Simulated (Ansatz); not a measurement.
## O started in the widest void in corundum Al2O3, 121 atoms, charge 0

All numbers come from Ansatz (PAW, plane waves, no spin–orbit coupling) at the single k point (¼, ¼, ¼) without its symmetry partners. The atoms were relaxed with PBEsol in a fixed cell; other functionals are single points on those atoms unless said otherwise. The valence top and gap of the host come from its small cell on a dense mesh, with the band extrema sought between the mesh points, lined up by the mean potential, PBEsol gap 6.03 eV, r²SCAN gap 7.03 eV.

Cell: a = 9.548 Å, b = 9.548 Å, c = 13.014 Å, α = 90.00°, β = 90.00°, γ = 120.00°.

Nearest atoms after relaxation, from the placed atom (for vacancies from the middle of the vacant sites): Al at 1.86 Å, Al at 1.86 Å, O at 2.15 Å, O at 2.15 Å, O at 2.16 Å, O at 2.16 Å, O at 2.17 Å, O at 2.17 Å.

Chemical potentials μ are those of reference phases of the elements at zero temperature by the same functional (the usual solids, diamond for C, grey Sn, and the molecules H2, N2, O2, F2, Cl2, Br2 and S8).

| functional | E(defect) − E(host) − Σ nμ + q·E_VBM (eV) | monopole (eV) | alignment (eV) | formation energy at E_F = VBM (eV) | moment (μB) | wall time, shared host |
| --- | --- | --- | --- | --- | --- | --- |
| PBEsol | 6.11 | 0.00 | 0.00 | 6.11 | 0 (no spin) | 5.5 s on NVIDIA GB200 (relaxation) |
| r²SCAN | 6.87 | 0.00 | 0.00 | 6.87 | 0 (no spin) | 4.4 s on NVIDIA GB200 |

r²SCAN one-electron levels near the gap (the ten most localised at most), from the host's valence top:

```csv
level (eV),spin,filling,atoms sharing it,element of the atom with most weight
-0.30,both,2.00,59.1,spread
-0.27,both,2.00,65.2,spread
-0.20,both,2.00,61.7,spread
-0.18,both,2.00,62.8,spread
-0.12,both,2.00,67.2,spread
-0.12,both,2.00,69.2,spread
-0.11,both,2.00,67.0,spread
0.81,both,2.00,8.3,O
1.52,both,1.16,3.6,O
1.53,both,0.84,3.5,O
```

The runs had no spin polarisation though PBEsol leaves holes or close levels at the Fermi level; a state of higher spin may be lower.

All elements are taken at their own reference at once; growth conditions in equilibrium with the host shift these energies, by up to the host's formation enthalpy.

One k point and a cell of this size can leave errors of several tenths of an eV in such numbers.

The added oxygen has settled between two Al atoms at 1.86 Å, an ordinary Al–O bond length, but its nearest oxygens, at 2.15 Å and beyond, are much too far away for a peroxide bond. This disagrees with the well-known picture of neutral interstitial oxygen in corundum, which pairs with a lattice oxygen as a peroxide-like dumbbell. The relaxation probably stayed at a symmetric stationary point of the starting void, so the high formation energies, 6.11 eV in PBEsol and 6.87 eV in r²SCAN, describe this configuration rather than the stable interstitial.

The levels fit that reading. Two nearly degenerate O-derived states at 1.52 and 1.53 eV, low in the gap, share two electrons, as expected for oxygen 2p orbitals that lack the electrons needed to complete an oxide-like shell. Forming an O–O bond would relieve this deficiency by pushing an antibonding σ* orbital up, leaving it empty and the remaining orbitals filled. Without that distortion, Hund's rule would favour parallel spins in the near-degenerate pair.
